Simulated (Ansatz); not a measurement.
The system is GaAs.

```
CELL_PARAMETERS angstrom
0.00000 2.82685 2.82685
2.82685 0.00000 2.82685
2.82685 2.82685 0.00000
ATOMIC_POSITIONS crystal
As 0.75000 0.75000 0.75000
Ga 0.00000 0.00000 0.00000
```

Base run:

- Program: Ansatz 0.2.0
- Functional: PBEsol
- Potentials or basis: all-electron PAW datasets made for the crystal
- Cutoff: 220 eV (chosen from the basis error)
- k mesh: 8 × 8 × 8
- Occupations: fermi-dirac, width 0.05 eV
- Spin: no spin polarisation

Its results: band gap on the k mesh 0.45 eV, direct; pressure 0.2 GPa.

Task: The run is repeated on the same cell with these changes: potentials or basis from all-electron PAW datasets made for the crystal to all-electron LAPW, non-relativistic; cutoff from 220 eV (chosen from the basis error) to 316 eV (chosen from the basis error). What comes out?

Result: Band gap on the k mesh 1.10 eV, direct; pressure 0.9 GPa.

Caveats: relativity is left out, which matters for the heavier elements (some runs).

The runs don't all hold the same shells in valence.
